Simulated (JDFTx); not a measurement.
The system is MnO.

```
Mn O
1.0
     0.00000    2.22391    2.22391
     2.22391    0.00000    2.22391
     2.22391    2.22391    0.00000
Mn O
1 1
Direct
  0.00000 0.00000 0.00000
  0.50000 0.50000 0.50000
```

The cell is a database's computed one.

```yaml
Program: JDFTx 1.7.0 (patched build)
Task: relaxation of cell and atoms
Functional: PBEsol
Potentials_or_basis: PseudoDojo-SR-PBEsol-0.4.1-standard
Cutoff: 1306 eV
Density_cutoff: 10449 eV
k_mesh: 5 × 5 × 5
Occupations: fermi-dirac, width 0.05 eV
Spin: collinear spin, ferromagnetic start
Starting_moments: "[4.0, 0.0] μB"
```

At the start: pressure -4.9 GPa; volume 11.00 Å³/atom.

**Question.** Where does the relaxation end?

**Answer.** Over 7 steps the energy falls by 17.5 meV/atom and the volume is 9.89 Å³/atom (-10.1 %); space group Fm-3m (No. 225, to 0.05 Å); moment 4.24 μB per cell.

The path:
| step | energy change (eV) | largest force (eV/Å) | pressure (GPa) | volume (Å³) |
| --- | --- | --- | --- | --- |
| 1 | 0.0000 | 0.0000 | -4.89 | 22.00 |
| 2 | -0.0048 | 0.0000 | -4.09 | 21.82 |
| 3 | -0.0230 | 0.0000 | -2.87 | 21.02 |
| 4 | -0.0337 | 0.0000 | 1.93 | 19.57 |
| 5 | -0.0350 | 0.0000 | 0.03 | 19.78 |
| 6 | -0.0350 | 0.0000 | 0.00 | 19.78 |
| 7 | -0.0350 | 0.0000 | 0.00 | 19.78 |

Final structure:
```cif
data_structure
_symmetry_space_group_name_H-M 'P 1'
_symmetry_Int_Tables_number 1
_cell_length_a 3.0357
_cell_length_b 3.0357
_cell_length_c 3.0357
_cell_angle_alpha 60.000
_cell_angle_beta 60.000
_cell_angle_gamma 60.000
_cell_volume 19.78
loop_
_atom_site_label
_atom_site_type_symbol
_atom_site_fract_x
_atom_site_fract_y
_atom_site_fract_z
_atom_site_occupancy
Mn1 Mn 0.00000 0.00000 0.00000 1
O1 O 0.50000 0.50000 0.50000 1
```

Caveat: the k mesh is coarse (spacing up to 0.49 Å⁻¹), so the values aren't converged; the plane waves are those of the starting cell, so after so large a change of volume the result is rough; a cell with one magnetic atom can't hold antiferromagnetic order, which such compounds often take.
